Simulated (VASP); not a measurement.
A run of VASP 6.6.1 is set up as follows.

The input INCAR:

```
SYSTEM = MgO2
  PREC = Accurate
  ENCUT = 600
  EDIFF = 1E-7
  ISMEAR = 0
  SIGMA = 0.01
  LREAL = .False.
  LASPH = .True.
  NELM = 100
  ALGO = Normal
  ISIF = 3
  LWAVE = .False.
  LCHARG = .False.
  GGA = PS
  IBRION = 2
  NSW = 80
  EDIFFG = -0.003
  PSTRESS = 1015.0
```

File KPOINTS:

```
regular mesh
0
Gamma
  8 8 8
  0 0 0
```

The input POSCAR:

```
MgO2
1.0
   -1.9962353679      1.9962353679      2.3619263663
    1.9962353679     -1.9962353679      2.3619263663
    1.9962353679      1.9962353679     -2.3619263663
Mg O
2 4
Direct
    0.2500000000      0.2500000000      0.0000000000
    0.7500000000      0.7500000000      0.0000000000
    0.6235788244      0.1235788244      0.7471576489
    0.3764211756      0.8764211756      0.2528423511
    0.1235788244      0.3764211756      0.5000000000
    0.8764211756      0.6235788244      0.5000000000
```

Potentials or basis: VASP PAW PBE potentials, release 64 (Mg, O).

Launch:

```sh
$ cat potpaw_PBE.64/Mg/POTCAR potpaw_PBE.64/O/POTCAR > POTCAR
$ mpirun -np 1 vasp_std > vasp.out
```

Predict the band gap on the k mesh.

3.75 eV, indirect (least direct gap 4.77 eV).

Estimate the relaxed volume.

6.18 Å³/atom.

Estimate the relaxed cell.

a = 3.663 Å, b = 3.663 Å, c = 3.663 Å, α = 114.26°, β = 114.26°, γ = 100.26°.

What does it give for the space group after relaxing (to 0.05 Å)?

I4/mcm (No. 140).

Forces in eV/Å, atoms in the order of the input:
```
Mg   0.000  0.000  0.000
Mg   0.000  0.000  0.000
O   -0.002 -0.002  0.000
O    0.002  0.002  0.000
O    0.002 -0.002  0.000
O   -0.002  0.002  0.000
```

Caveat: the cell is relaxed towards a set pressure, so the enthalpy falls and the energy may rise; the PAW data sets were made with another functional, which shifts forces and pressure a little. A k mesh can miss the band edges.
